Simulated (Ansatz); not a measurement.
# GaN (F-43m) in Ansatz: single point with PBE

Aim: the single point of GaN with PBE.

Program: Ansatz 0.2.0. These are calculated values, not measurements. Logs are shortened: lines on timing, memory, paths and dates and some standing lists are left out, and cuts for length are marked.

**What was measured.**

From a printed reference work, textbook, for a bulk crystal of GaN at 0 K: band gap 3.299 eV (direct).

How close the calculation comes is told below.

### Step 1. The structure

Symmetry: F-43m, No. 216, cubic system. Conventional cell: a = 4.507 Å, b = 4.507 Å, c = 4.507 Å, α = 90.00°, β = 90.00°, γ = 90.00°. Around Ga (site symmetry -43m) lie 4 N at 1.95 Å. N (site symmetry -43m) is surrounded by 4 Ga at 1.95 Å.

The cell is a database's computed one.

### Step 2. Single point, PBE

input.yaml

```yaml
crystal:
  lattice:
    - [0.0, 2.2535006075, 2.2535006075]
    - [2.2535006075, 0.0, 2.2535006075]
    - [2.2535006075, 2.2535006075, 0.0]
  atoms:
    - { symbol: Ga, position: [0.0, 0.0, 0.0] }
    - { symbol: "N", position: [0.25, 0.25, 0.25] }
hamiltonian:
  xc: pbe
  pseudopotentials: { kind: paw }
kpoints:
  mp_grid: { grid: [10, 10, 10] }
scf:
  occupations: { method: fermi_dirac, width: 0.05 }
basis:
  ecutwfc: "800 eV"
output:
  forces: true
  stress: true
  eigenvalues: true
```

Potentials or basis: Ansatz PAW.

Command:

```sh
$ ansatz run input.yaml --threads 2 --pin off --max-ram 5120MiB --backend cpu --events-out ev --progress --plain --runs-dir out
```

Log:

```text
Warning: RAYON_NUM_THREADS=2 ignored (pool sized by the plan → 2); use --threads N
Engine: ansatz 0.2.0, x86_64-unknown-linux-gnu
Pseudopotentials: kind: paw
Pseudopotential: Ga, paw, valence charge 13, recommended cutoff 420 eV (normal), Ga.paw.azcp
Pseudopotential: N, paw, valence charge 5, recommended cutoff 420 eV (normal), N.paw.azcp
Functional definition: PBE
  parameter kappa = 0.804
  parameter beta = 0.06672455060314922
  exchange = pbe_x(kappa = kappa, mu = beta*pi^2/3)
  correlation = pbe_c(beta = beta)
Crystal: 2 atoms, lattice volume = 22.888 Å³
Basis set: ecut = 800 eV, 1243 PW (Γ), exchange–correlation on 60×60×60 points (8 copies of the dense FFT grid, shifted against one another)
Bands: 13, of which v1, the nominal top of the filled ones, is band 9 counted from 1 (8 counted from 0)
Symmetry: 24 space group operations
Space group: F-43m (ITA 216), of the structure as read, at distance tolerance 2.8e-5 Å
k-points: 47 of 1000 (time reversal used)
Non-local potential: Ga, projectors of the file, l = 0: 2, l = 1: 2, l = 2: 3, l = 3: 1
Non-local potential: N, projectors of the file, l = 0: 2, l = 1: 2, l = 2: 1
PAW form: soft (Blöchl's): semilocal exchange-correlation on the pseudo side does not see the compensation charge
PAW one-centre angular grid: Ga, 590 points (default); XC on 64 Gauss nodes
PAW one-centre angular grid: N, 110 points (default); XC on 64 Gauss nodes
Initial density: superposition of atomic densities (neutral atoms: chi_scale 0, normalization atom), corrected by the library's trained network
Initial wavefunctions: pseudopotential atomic-orbital guess
Functional: x = pbe(κ = 0.804, μ = 0.2195149727645171), c = pbe(β = 0.06672455060314922)
SCF iter   1: F=—  HF=-4167.905942 eV  |F-HF|=—  |Δ(HF+E_count)|=         —  Δρ=9.34e-4  dr2=5.83e-5  ethr=1.77e-3  ⟨swp⟩=5.2  Hψ=4301  notcnv=0
preconditioner: auto → none  [insulator: Δε(μ)=1.716 eV  Ē_g=18.752 eV  σ=0.050 eV  W_gap=1.00  n_scr=8 (ndim 8)  ℏωp=32.9 eV  f_vac=0.001  D(μ)=0.00/eV (n_scr^D=0)  ε∞_Penn≈4.1]
SCF iter   2: F=—  HF=-4167.905928 eV  |F-HF|=—  |Δ(HF+E_count)|=   1.35e-5  Δρ=4.55e-4  dr2=1.29e-5  ethr=3.24e-7  ⟨swp⟩=3.0  Hψ=1830  notcnv=0
SCF iter   3: F=—  HF=-4167.905972 eV  |F-HF|=—  |Δ(HF+E_count)|=   4.37e-5  Δρ=7.76e-5  dr2=4.06e-7  ethr=7.16e-8  ⟨swp⟩=2.0  Hψ=1031  notcnv=0
SCF iter   4: F=—  HF=-4167.905973 eV  |F-HF|=—  |Δ(HF+E_count)|=   9.66e-7  Δρ=4.59e-5  dr2=1.71e-7  ethr=2.26e-9  ⟨swp⟩=2.7  Hψ=1204  notcnv=0
iter 5 did not close the SCF: its close was put off for the readings that it lacked (scf_convergence_deferred on its scf_iter line)
SCF iter   5: F=-4167.905973 eV  HF=-4167.905973 eV  |F-HF|=5.24e-9  |Δ(HF+E_count)|=   3.25e-8  Δρ=1.30e-5  dr2=8.00e-9  ethr=9.51e-10  ⟨swp⟩=2.6  Hψ=1117  notcnv=0
SCF iter   6: F=-4167.905973 eV  HF=-4167.905973 eV  |F-HF|=3.55e-11  |Δ(HF+E_count)|=  3.46e-11  Δρ=1.01e-6  dr2=6.23e-11  ethr=4.45e-11  ⟨swp⟩=3.0  Hψ=2571  notcnv=0
SCF 1 converged in 6 iterations: F = -4167.905973 eV  dr2 = 6.23e-11
SCF converged after 6 iterations
Free energy (F): -4167.905973 eV
Harris-Foulkes:  -4167.905973 eV  (|F-HF|=3.55e-11)
Internal energy: -4167.905973 eV  (E = F + TS)
E sigma→0 (E₀):  -4167.905973 eV
Fermi energy:    10.552301 eV
--- Per-component energies (eV) ---
  E_band       = -5.696892
  E_kinetic    = 246.950774
  E_local      = -1950.247688  (includes V_loc(G=0)·N_el)
  E_nonlocal   = 474.820722
  E_hartree    = 897.400330
  E_xc         = -128.773115
  E_vxc        = -134.101579  (∫ρ·V_xc dr)
  E_paw        = -2120.622042  (= ΣΔE_a)
  E_vpaw       = -437.919666  (= ΣTr[D̂ρ^β])
  E_aug_tail   = 0.000001  (compensation charges beyond the density's cutoff)
  E_ewald      = -1587.434954
  E_smearing   = -0.000000  (= −TS)
  E_closure    = 0.000000  (closes the sum)
  Σ components = -4167.905973   (vs F -4167.905973, Δ=0.00e0)
--- Forces (eV/Å), atoms counted from 1 ---
  atom   1  Ga     0.00000000    -0.00000000    -0.00000000
  atom   2  N     -0.00000000     0.00000000    -0.00000000
  max |Σ_I F_I| component: 4.16e-17 eV/Å
--- Stress (GPa, compression-positive) ---
        5.002353       0.000000      -0.000000
        0.000000       5.002353       0.000000
       -0.000000       0.000000       5.002353
  P = ⅓ Tr σ = 5.0024 GPa (50.024 kbar)
--- Band table (eV; the first three rows and the last of 47) ---
  k-point 0: bands = ["-6.2813", "-3.8417", "-3.8417", "-3.8417", "-3.5248", "-3.5248", "9.6484", "9.6484", "9.6484", "11.3673", "19.9607", "19.9607", "19.9607"]
  k-point 1: bands = ["-6.1724", "-3.8281", "-3.8281", "-3.8018", "-3.5261", "-3.5261", "8.5487", "9.5419", "9.5419", "12.2260", "19.4625", "20.1234", "20.1234"]
  k-point 2: bands = ["-5.8996", "-3.7968", "-3.7968", "-3.6354", "-3.5249", "-3.5249", "6.7398", "9.2800", "9.2800", "13.3063", "18.6824", "20.3839", "20.3839"]
  k-point 46: bands = ["-5.2293", "-3.7016", "-3.6577", "-3.5275", "-3.4982", "-1.5743", "3.9006", "6.0612", "6.0906", "15.4766", "17.8456", "20.3674", "20.8394"]
```

Run time: 1.5 s. Hardware: 2 threads of AMD EPYC 7B13 (Zen 3), shared host; peak memory 0.4 GiB.

What came out:

| Property | Result |
| --- | --- |
| Free energy | -4167.9060 eV |
| Pressure | 5.0 GPa |
| Band gap on the k mesh | 1.72 eV, direct |

### Step 3. How close it comes

Step 2. Against the measured gap of GaN, 3.299 eV (direct; 0 K; a printed reference work, textbook), the calculated 1.72 eV is off by -1.58 eV. Spin-orbit coupling on Ga is left out. The value is that of PBE, without temperature or zero-point motion. Semilocal functionals fall short of measured gaps as a rule. The cell is a database's relaxed one, not the measured one, which moves gaps too.
